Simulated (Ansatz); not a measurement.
The same calculation of KNbO3, space group Pm-3m as a Python script and as an input file (the Python package of Ansatz (0.2.0)).

`run_bands.py`:
```python
# -*- coding: utf-8 -*-
"""Bands of KNbO3 along a path through the zone."""

from pathlib import Path
import warnings

import ansatz
from ase import Atoms
import matplotlib.pyplot as plt
import numpy as np


def main():
    warnings.simplefilter("ignore", ansatz.DeckWarning)

    atoms = Atoms(
        ["K", "Nb", "O", "O", "O"],
        scaled_positions=[
            [0.0, 0.0, 0.0],
            [0.5, 0.5, 0.5],
            [0.0, 0.5, 0.5],
            [0.5, 0.0, 0.5],
            [0.5, 0.5, 0.0],
        ],
        cell=[
            [4.029183, 0.0, 0.0],
            [0.0, 4.029183, 0.0],
            [0.0, 0.0, 4.029183],
        ],
        pbc=True,
    )
    system = ansatz.Crystal.from_ase(atoms)

    # high-symmetry points in fractions of the reciprocal vectors
    path = [
        ("G", (0.0, 0.0, 0.0)),
        ("X", (0.0, 0.5, 0.0)),
        ("M", (0.5, 0.5, 0.0)),
        ("G", (0.0, 0.0, 0.0)),
        ("R", (0.5, 0.5, 0.5)),
        ("X", (0.0, 0.5, 0.0)),
    ]
    model = (
        system.calculation()
        .mixing("msr1")
        .occupations("Fixed")
        .scf(algorithm="density_mixing")
        .eigensolver("davidson", full_accuracy=True)
        .basis(420)
        .functional("LDA")
        .kpoints(length=22)
        .band_structure([point for _, point in path], intervals=10)
        .scf(extra_bands=8)
    )
    def show(event):
        row = event["data"]
        if event["event"] == "scf_iter" and row.get("harris_foulkes_ev") is not None:
            print(f"  iteration {row['iter']:3d}  Harris-Foulkes {row['harris_foulkes_ev']:.5f} eV  residual {row['dr2_ev']:.2e}")


    done = model.session().plan().execute(on_event=show)
    data = done.report

    n_atoms = len(data["lattice"]["sites"])
    print("F =", round(data["free_energy_ev"], 4), "eV for", n_atoms, "atoms")
    print("E(sigma -> 0) =", round(data["energy_sigma0_ev"], 4), "eV, TS =", round(data["entropy_ts_ev"], 5), "eV")
    print("closed by", data["closed_by"], "after", data["n_iterations"], "iterations")

    lines = ["| quantity | value |", "|---|---|"]
    lines.append(f"| free energy per atom | {data['free_energy_ev'] / len(done.lattice.sites):.4f} eV |")
    lines.append(f"| Fermi level | {data['fermi_energy_ev']:.3f} eV |")
    lines.append(f"| volume per atom | {data['setup']['cell_volume_ang3'] / len(done.lattice.sites):.3f} A^3 |")
    lines.append(f"| valence electrons | {data['n_electrons']:g} |")
    Path("summary.md").write_text("\n".join(lines) + "\n")

    bands = done.band_structure()
    fermi = bands.fermi_energy_ev
    print(f"zero of the bands: {fermi:.3f} eV, the Fermi level found on the SCF mesh")
    reciprocal = 2 * np.pi * np.linalg.inv(done.lattice.cell_ang).T
    steps = np.linalg.norm(np.diff(bands.kpoints_frac @ reciprocal, axis=0), axis=1)
    distance = np.concatenate([[0], np.cumsum(steps)])
    fig, ax = plt.subplots(figsize=(5, 4))
    for channel, colour in zip(bands.channels, ("C0", "C3")):
        ax.plot(distance, channel.eigenvalues_ev - fermi, colour, lw=1)
    ax.set_xticks(distance[::10], [label for label, _ in path])
    ax.set(ylim=(-8, 8), ylabel="E - E_F (eV)", xlim=(0, distance[-1]))
    ax.grid(axis="x")
    fig.savefig("bands.png", dpi=100)
    first = bands.channels[0].eigenvalues_ev - fermi
    near = np.argsort(np.abs(first.mean(axis=0)))[:4]
    for band in sorted(near):
        print(f"band {band + 1}: {first[:, band].min():.3f} to {first[:, band].max():.3f} eV")


if __name__ == "__main__":
    main()
```

```console
$ python run_bands.py
  iteration   1  Harris-Foulkes -7610.20425 eV  residual 1.85e-01
  iteration   2  Harris-Foulkes -7610.16997 eV  residual 3.24e-02
  iteration   3  Harris-Foulkes -7610.16353 eV  residual 3.79e-03
  iteration   4  Harris-Foulkes -7610.16238 eV  residual 8.44e-05
  iteration   5  Harris-Foulkes -7610.16237 eV  residual 3.71e-06
  iteration   6  Harris-Foulkes -7610.16237 eV  residual 1.38e-07
  iteration   7  Harris-Foulkes -7610.16237 eV  residual 6.86e-09
F = -7610.1624 eV for 5 atoms
E(sigma -> 0) = -7610.1624 eV, TS = 0.0 eV
closed by deck_thresholds after 7 iterations
zero of the bands: 7.647 eV, the Fermi level found on the SCF mesh
band 17: -3.737 to -0.916 eV
band 18: -1.391 to 0.110 eV
band 19: -1.303 to 0.110 eV
band 20: -0.935 to 0.110 eV
```

`input.yaml`:
```yaml
crystal:
  lattice:
    - [4.029183, 0.0, 0.0]
    - [0.0, 4.029183, 0.0]
    - [0.0, 0.0, 4.029183]
  atoms:
    - { symbol: K, position: [0.0, 0.0, 0.0] }
    - { symbol: Nb, position: [0.5, 0.5, 0.5] }
    - { symbol: O, position: [0.0, 0.5, 0.5] }
    - { symbol: O, position: [0.5, 0.0, 0.5] }
    - { symbol: O, position: [0.5, 0.5, 0.0] }
basis:
  ecutwfc: 420.0
kpoints:
  mp_grid: { grid: [5, 5, 5] }
  band_path:
    path:
      - [0.0, 0.0, 0.0]
      - [0.0, 0.5, 0.0]
      - [0.5, 0.5, 0.0]
      - [0.0, 0.0, 0.0]
      - [0.5, 0.5, 0.5]
      - [0.0, 0.5, 0.0]
    npoints: 10
hamiltonian:
  xc: lda
scf:
  algorithm: density_mixing
  n_extra_bands: 8
  mixing: { algorithm: msr1 }
  occupations: { method: fixed }
  eigensolver: { kind: davidson, full_accuracy: true }
```

The program run on that file:
```console
$ ansatz run input.yaml --threads 1 --pin off --max-ram 3072MiB --backend cpu --events-out ev --progress --plain --runs-dir out
scf.n_extra_bands = 8 over 20 filled bands (N_el = 40.0): the run solves 28 bands
Engine: ansatz 0.2.0, x86_64-unknown-linux-gnu
Pseudopotentials: kind: paw
Pseudopotential: K, paw, valence charge 9, recommended cutoff 420 eV (normal), K.paw.azcp
Pseudopotential: Nb, paw, valence charge 13, recommended cutoff 420 eV (normal), Nb.paw.azcp
Pseudopotential: O, paw, valence charge 6, recommended cutoff 420 eV (normal), O.paw.azcp
Functional definition: SPW92
  exchange = slater_x
  correlation = pw_c
davidson cushion auto → on  (no smearing: the cushion is to keep the highest requested band from converging to the state above it; pin scf.eigensolver.cushion to override)
Crystal: 5 atoms, lattice volume = 65.411 Å³
Basis set: ecut = 420 eV, 1309 PW (Γ)
Bands: 28, of which v1, the nominal top of the filled ones, is band 20 counted from 1 (19 counted from 0)
Symmetry: 48 space group operations
Space group: Pm-3m (ITA 221), of the structure as read, at distance tolerance 4.0e-5 Å
k-points: 10 of 125
Non-local potential: K, projectors of the file, l = 0: 3, l = 1: 2, l = 2: 2
Non-local potential: Nb, projectors of the file, l = 0: 3, l = 1: 2, l = 2: 2, l = 3: 1
Non-local potential: O, projectors of the file, l = 0: 2, l = 1: 2, l = 2: 1
PAW form: soft (Blöchl's): semilocal exchange-correlation on the pseudo side does not see the compensation charge
PAW frozen core: K, regenerated for the run's functional, and the local potential with it (the file was generated under x = pbe(κ = 0.804, μ = 0.2195149727645171), c = pbe(β = 0.06672455060314922))
PAW frozen core: Nb, regenerated for the run's functional, and the local potential with it (the file was generated under x = pbe(κ = 0.804, μ = 0.2195149727645171), c = pbe(β = 0.06672455060314922))
PAW frozen core: O, regenerated for the run's functional, and the local potential with it (the file was generated under x = pbe(κ = 0.804, μ = 0.2195149727645171), c = pbe(β = 0.06672455060314922))
PAW one-centre angular grid: K, 110 points (default); XC on 64 Gauss nodes
PAW one-centre angular grid: Nb, 590 points (default); XC on 64 Gauss nodes
PAW one-centre angular grid: O, 110 points (default); XC on 64 Gauss nodes
Initial density: superposition of atomic densities (neutral atoms: chi_scale 0, normalization atom), corrected by the library's trained network
Initial wavefunctions: pseudopotential atomic-orbital guess
Functional: x = slater, c = lda
SCF iter   1: F=—  HF=-7610.204254 eV  |F-HF|=—  |Δ(HF+E_count)|=         —  Δρ=1.77e-2  dr2=1.85e-1  ethr=1.15e-12 (applied; sched 1.00e-12)  ⟨swp⟩=18.9  Hψ=5166  notcnv=5  reapply=34
preconditioner: auto → Resta (q_TF=auto, 2.514 Å⁻¹)  ε∞=4.5  [insulator: Δε(μ)=1.313 eV  Ē_g=13.519 eV  n_scr=18 (ndim 8)  ℏωp=25.1 eV  f_vac=0.016  ε∞_Penn≈4.5]
SCF iter   2: F=—  HF=-7610.169967 eV  |F-HF|=—  |Δ(HF+E_count)|=   3.43e-2  Δρ=7.73e-3  dr2=3.24e-2  ethr=1.14e-12 (applied; sched 1.00e-12)  ⟨swp⟩=12.0  Hψ=2785  notcnv=0
SCF iter   3: F=—  HF=-7610.163529 eV  |F-HF|=—  |Δ(HF+E_count)|=   6.44e-3  Δρ=2.86e-3  dr2=3.79e-3  ethr=1.07e-12 (applied; sched 1.00e-12)  ⟨swp⟩=11.1  Hψ=2534  notcnv=0
SCF iter   4: F=—  HF=-7610.162377 eV  |F-HF|=—  |Δ(HF+E_count)|=   1.15e-3  Δρ=3.60e-4  dr2=8.44e-5  ethr=1.00e-12  ⟨swp⟩=10.5  Hψ=2386  notcnv=0
SCF iter   5: F=—  HF=-7610.162374 eV  |F-HF|=—  |Δ(HF+E_count)|=   2.90e-6  Δρ=6.24e-5  dr2=3.71e-6  ethr=1.00e-12  ⟨swp⟩=9.3  Hψ=1912  notcnv=0
SCF iter   6: F=—  HF=-7610.162374 eV  |F-HF|=—  |Δ(HF+E_count)|=   3.73e-8  Δρ=1.61e-5  dr2=1.38e-7  ethr=1.13e-12 (applied; sched 1.00e-12)  ⟨swp⟩=7.1  Hψ=1610  notcnv=0
SCF iter   7: F=-7610.162374 eV  HF=-7610.162374 eV  |F-HF|=1.34e-9  |Δ(HF+E_count)|=   1.32e-8  Δρ=3.30e-6  dr2=6.86e-9  ethr=1.00e-12  ⟨swp⟩=6.4  Hψ=1252  notcnv=0
SCF 1 converged in 7 iterations: F = -7610.162374 eV  dr2 = 6.86e-9
  greatest PAW one-centre occupation: 0.998 electrons in one spin orbital (limit 2), on the Nb atom at site 1 (counted from 0), in its partial waves of l = 0
NSCF: frozen V_eff on 51 k-points
SCF converged after 7 iterations
Free energy (F): -7610.162374 eV
Harris-Foulkes:  -7610.162374 eV  (|F-HF|=1.34e-9)
Internal energy: -7610.162374 eV  (E = F + TS)
E sigma→0 (E₀):  -7610.162374 eV
Fermi energy:    7.646510 eV
--- Per-component energies (eV) ---
  E_band       = -242.948176
  E_kinetic    = 1167.206351
  E_local      = -2405.475058  (includes V_loc(G=0)·N_el)
  E_nonlocal   = 282.847192
  E_hartree    = 808.325138
  E_xc         = -524.776201
  E_vxc        = -655.627417  (∫ρ·V_xc dr)
  E_paw        = -4146.561057  (= ΣΔE_a)
  E_vpaw       = -248.556910  (= ΣTr[D̂ρ^β])
  E_aug_tail   = 0.007357  (compensation charges beyond the density's cutoff)
  E_ewald      = -2792.710056
  E_core_change = 0.973959  (= ΣΔE_core)
  E_smearing   = -0.000000  (= −TS)
  E_closure    = 0.000000  (closes the sum)
  Σ components = -7610.162374   (vs F -7610.162374, Δ=0.00e0)
--- Band table (eV; the first three rows and the last of 10) ---
  k-point 0: bands = ["-47.0256", "-23.1554", "-23.1554", "-23.1554", "-19.1837", "-9.0698", "-8.5982", "-8.5982", "-2.9329", "-2.9329", "-2.9329", "5.4950", "5.4950", "5.4950", "6.7071", "6.7071", "6.7071", "7.0932", "7.0932", "7.0932", "9.1958", "9.1958", "9.1958", "12.9960", "12.9960", "14.1042", "15.5427", "15.5427"]
  k-point 1: bands = ["-47.0249", "-23.1979", "-23.1538", "-23.1538", "-19.1743", "-9.0134", "-8.5903", "-8.3608", "-2.9205", "-2.9205", "-2.8847", "4.5844", "5.4300", "5.4300", "6.1634", "6.1634", "6.2934", "6.5427", "6.9727", "6.9727", "9.2348", "10.2205", "10.2205", "13.0019", "14.1827", "14.9557", "16.0145", "16.0593"]
  k-point 2: bands = ["-47.0240", "-23.2653", "-23.1513", "-23.1513", "-19.1593", "-9.0288", "-8.5773", "-7.8010", "-2.9003", "-2.9003", "-2.8057", "2.9647", "5.2588", "5.2588", "5.6357", "5.6357", "5.7246", "6.2962", "6.9057", "6.9057", "9.2998", "11.5682", "11.5682", "13.0104", "15.3470", "16.3097", "16.8286", "17.5763"]
  k-point 9: bands = ["-47.0208", "-23.2545", "-23.2541", "-23.2541", "-19.1349", "-7.8506", "-7.7728", "-7.7728", "-3.1358", "-3.1358", "-3.0620", "2.7789", "2.7789", "3.4924", "3.8994", "4.0361", "4.0361", "7.5544", "7.5544", "7.6465", "12.5899", "12.6454", "12.6454", "16.7688", "16.7915", "16.7915", "17.9532", "17.9532"]
```

Reading the output:
- These settings explore the input space; cutoff and mesh may be short of convergence.
- Spin is left out of this run.
- With fixed filling the reported Fermi level is the top filled level among the k-points of the SCF.
- This is a high-temperature or high-pressure form, not the ambient phase.
- The structure comes from a database of computed cells and needn't be a stable or known phase.
- Gaps and levels are Kohn-Sham values on a finite set of k-points, without spin-orbit coupling.
- By the engine's processor time: 4.9 s on 1 thread of Intel(R) Xeon(R) Processor @ 2.30GHz, on a shared host, peak memory 0.52 GiB.
